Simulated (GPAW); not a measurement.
The system is Si.

```
Si
1.0
     0.00000    2.72185    2.72185
     2.72185    0.00000    2.72185
     2.72185    2.72185    0.00000
Si
2
Direct
  0.50000 0.50000 0.50000
  0.75000 0.75000 0.75000
```

Base run:

```yaml
Program: GPAW 26.7.0
Functional: vdW-DF2
Potentials_or_basis: GPAW PAW data sets (gpaw-data 1.2.1)
Cutoff: 600 eV
Basis: pw
k_mesh: 8 × 8 × 8
Occupations: fermi-dirac, width 0.05 eV
Spin: no spin polarisation
```

Its results: band gap on the k mesh 0.91 eV, indirect (least direct gap 2.76 eV).

Question: After a change of settings the same cell gave: band gap on the k mesh 0.82 eV, indirect (least direct gap 2.75 eV). Which change was it?
A. functional from vdW-DF2 to r2SCAN
B. functional from vdW-DF2 to PBEsol; potentials or basis from GPAW PAW data sets (gpaw-data 1.2.1) to PAW data sets generated in the run's folder for this functional
C. functional from vdW-DF2 to AM05; potentials or basis from GPAW PAW data sets (gpaw-data 1.2.1) to PAW data sets generated in the run's folder for this functional
D. functional from vdW-DF2 to PBE; occupations from fermi-dirac, width 0.05 eV to gaussian, width 0.028 eV

Answer: A.

Not every run made on this cell is shown here.
